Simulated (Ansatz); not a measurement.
CuO:

```xyz
2
Lattice="0.0000 2.3273 2.3273 2.3273 0.0000 2.3273 2.3273 2.3273 0.0000" Properties=species:S:1:pos:R:3 pbc="T T T"
Cu    0.0000    0.0000    0.0000
O     1.1636    1.1636    1.1636
```

Measurements of this composition are mostly on another form, of space group No. 15.

| Item | Value |
| --- | --- |
| Program | Ansatz 0.2.0 |
| Task | relaxation of cell and atoms |
| Functional | r2SCAN |
| Dispersion | D3(BJ) |
| Potentials or basis | Ansatz PAW |
| Cutoff | 500 eV (not typed: the program's choice for these potentials) |
| k mesh | 10 × 10 × 10 |
| Occupations | fermi-dirac, width 0.05 eV |
| Spin | no spin polarisation |

At the start: volume 12.60 Å³/atom.

Task: How do energy, volume and symmetry change on relaxing?

Result: It ends after 6 steps and the volume is 11.00 Å³/atom (-12.8 %); space group F-43m (No. 216, to 0.05 Å).

Step by step:
```
step  energy change (eV)  largest force (eV/Å)  volume (Å³)
   1              0.0000                0.0000        25.21
   2             -0.1383                0.0000        23.54
   3             -0.1838                0.0000        21.55
   4             -0.1880                0.0000        22.05
   5             -0.1881                0.0000        21.99
   6             -0.1858                0.0000        21.99
```

Final structure:
```xyz
2
Lattice="0.0000 2.2237 2.2237 2.2237 0.0000 2.2237 2.2237 2.2237 0.0000" Properties=species:S:1:pos:R:3 pbc="T T T"
Cu    0.0000    0.0000    0.0000
O     1.1119    1.1119    1.1119
```

Caveat: the plane-wave basis is chosen anew once the cell has moved, so the energies of steps on either side of that aren't comparable; an odd number of electrons without spin polarisation forces a metal; a magnetic or distorted state may lie lower; the run has no spin polarisation, though such a crystal can be magnetic; pairwise dispersion overbinds metals, which lowers pressure and volume; the PAW data sets come from PBE, with cores solved anew for the run's functional, which leaves a small shift of forces and pressure; the dispersion damping was fitted for another functional or another form of the correction.
